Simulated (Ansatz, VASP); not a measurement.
**One calculation of AgCl (Chlorargyrite), two programs**

```
Ag Cl
1.0
     0.00000    2.80534    2.80534
     2.80534    0.00000    2.80534
     2.80534    2.80534    0.00000
Ag Cl
1 1
Direct
  0.00000 0.00000 0.00000
  0.50000 0.50000 0.50000
```

Alike in both runs: task single point; functional PBE; k mesh 8 × 8 × 8; occupations gaussian, width 0.02 eV; no spin polarisation.

|  | VASP | Ansatz |
| --- | --- | --- |
| version | VASP 6.6.1 | Ansatz 0.2.0 |
| potentials or method | VASP PAW PBE potentials, release 64 (Ag, Cl) | scalar-relativistic, plane waves, PAW |
| plane-wave cutoff (eV) | 520 | 420 |
| valence electrons in the cell | 18 | 26 |

|  | VASP | Ansatz | Ansatz less VASP |
| --- | --- | --- | --- |
| gap on the k mesh at the Fermi level (eV) | 0.92 | 0.92 | +0.003 |
| least direct gap on the mesh (eV) | 3.08 | 3.08 | +0.002 |
| pressure (GPa) | -0.1 | 0.0 | +0.15 |

The two sets of potentials don't hold the same shells in valence.

A k mesh can miss the band edges. As with any semilocal functional, this PBE gap is likely too small.
